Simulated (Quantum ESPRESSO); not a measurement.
An input for Quantum ESPRESSO 7.5 (Tb):

pw.in

```
&CONTROL
  calculation = 'scf'
  prefix = 'pwscf'
  outdir = './tmp'
  pseudo_dir = './pseudo'
  tprnfor = .true.
  disk_io = 'low'
/
&SYSTEM
  space_group = 225
  A = 5.03993018
  nat = 1
  ntyp = 1
  ecutwfc = 90
  nbnd = 14
  input_dft = 'r2scan'
  occupations = 'smearing'
  smearing = 'fd'
  degauss = 0.00734986
  nspin = 2
  starting_magnetization(1) = 0.5455
  starting_ns_eigenvalue(1,1,1) = 0.249
  starting_ns_eigenvalue(2,1,1) = 0.168
  starting_ns_eigenvalue(3,1,1) = 0.086
  starting_ns_eigenvalue(4,1,1) = 0.322
  starting_ns_eigenvalue(5,1,1) = 0.594
  starting_ns_eigenvalue(6,1,1) = 0.183
  starting_ns_eigenvalue(7,1,1) = 0.955
  starting_ns_eigenvalue(1,2,1) = 0.477
  starting_ns_eigenvalue(2,2,1) = 0.093
  starting_ns_eigenvalue(3,2,1) = 0.153
  starting_ns_eigenvalue(4,2,1) = 0.827
  starting_ns_eigenvalue(5,2,1) = 0.162
  starting_ns_eigenvalue(6,2,1) = 0.596
  starting_ns_eigenvalue(7,2,1) = 0.326
  nosym = .true.
/
&ELECTRONS
  conv_thr = 1d-08
  electron_maxstep = 120
  mixing_beta = 0.3
/
ATOMIC_SPECIES
Tb   158.9254 Tb.upf
ATOMIC_POSITIONS crystal_sg
Tb     0.0000000000    0.0000000000    0.0000000000
K_POINTS automatic
4 4 4 0 0 0
HUBBARD {ortho-atomic}
U Tb-4f 7.0
```

Potentials or basis: PseudoDojo 0.4 SR PBE 3plus.

Run with:

```console
$ OMP_NUM_THREADS=1 pw.x -in pw.in > pw.out
```

Task: How does this run end?

Result: The run stopped without a result. It printed:

pw.out:

```text
This program is part of the open-source Quantum ESPRESSO suite
     for quantum simulation of materials; please cite
         "P. Giannozzi et al., J. Phys.:Condens. Matter 21 395502 (2009);
         "P. Giannozzi et al., J. Phys.:Condens. Matter 29 465901 (2017);
         "P. Giannozzi et al., J. Chem. Phys. 152 154105 (2020);
     in publications or presentations arising from this work. More details at

     IMPORTANT: XC functional enforced from input :
     Exchange-correlation= R2SCAN
                           (   0   0   0   0   0 497 498)
     Any further DFT definition will be discarded
     Please, verify this is what you really want

     Message from routine setup :
     BEWARE: nonlinear core correction is not consistent with meta-GGA
     Tb pseudopotential contains the orbitals:  5S 5P 5D 6S
     Requested Hubbard manifold from the input: 4F

 %%%%%%%%%%%%%%%%%%%%%%%%%%%%%%%%%%%%%%%%%%%%%%%%%%%%%%%%%%%%%%%%%%%%%%%%%%%%%%
     Error in routine determine_hubbard_occ (1):
     Mismatch between the requested and available manifolds
 %%%%%%%%%%%%%%%%%%%%%%%%%%%%%%%%%%%%%%%%%%%%%%%%%%%%%%%%%%%%%%%%%%%%%%%%%%%%%%

     stopping ...
```
